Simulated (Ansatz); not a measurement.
Write the native input for Ansatz 0.2.0 that does the following.

```
Task                : relaxation of cell and atoms
Functional          : revPBE
Dispersion          : D4
Potentials or basis : Ansatz PAW
Cutoff              : 420 eV (not typed: the program's choice for these potentials)
k mesh              : 10 × 10 × 8
Occupations         : fermi-dirac, width 0.05 eV
Spin                : no spin polarisation
```

The system is MgB2.

```xyz
3
Lattice="3.0850 0.0000 0.0000 -1.5425 2.6717 0.0000 0.0000 0.0000 3.5230" Properties=species:S:1:pos:R:3 pbc="T T T"
Mg    0.0000    0.0000    0.0000
B     1.5425    0.8906    1.7615
B     0.0000    1.7811    1.7615
```

The input as run:

input.yaml

```yaml
crystal:
  lattice:
    - [3.085, 0.0, 0.0]
    - [-1.5425, 2.6716883707, 0.0]
    - [0.0, 0.0, 3.523]
  atoms:
    - { symbol: Mg, position: [0.0, 0.0, 0.0] }
    - { symbol: B, position: [0.6666666667, 0.3333333333, 0.5] }
    - { symbol: B, position: [0.3333333333, 0.6666666667, 0.5] }
hamiltonian:
  xc: revpbe
  pseudopotentials: { kind: paw }
  dispersion: d4
kpoints:
  mp_grid: { grid: [10, 10, 8] }
scf:
  occupations: { method: fermi_dirac, width: 0.05 }
output:
  forces: true
  stress: true
  eigenvalues: true
relax:
  f_tol: 0.01
  max_steps: 40
  cell: { stress_tol: 0.05 }
```

Potentials or basis: Ansatz PAW.

Command:

```bash
$ ansatz run input.yaml --threads 2 --pin off --max-ram 5632MiB --backend cpu --events-out ev --progress --plain --runs-dir out
```

Results of the run:

```
Relaxed volume                         : 9.23 Å³/atom
Relaxed cell                           : a = 3.055 Å, b = 3.055 Å, c = 3.425 Å, α = 90.00°, β = 90.00°, γ = 120.00°
Space group after relaxing (to 0.05 Å) : P6/mmm (No. 191)
Energy gained by relaxing              : 9.7 meV/atom
Ionic steps                            : 7
Pressure after relaxing                : 0.0 GPa
Band gap on the k mesh                 : none (metal or under the smearing width)
```

Caveat: the plane-wave basis is chosen anew once the cell has moved, so the energies of steps on either side of that aren't comparable; pairwise dispersion overbinds metals, which lowers pressure and volume; the PAW data sets come from PBE, with cores solved anew for the run's functional, which leaves a small shift of forces and pressure.

Run time: 9 s on 2 threads of Intel(R) Xeon(R) Processor @ 2.70GHz, on a shared host, peak memory 0.34 GiB.
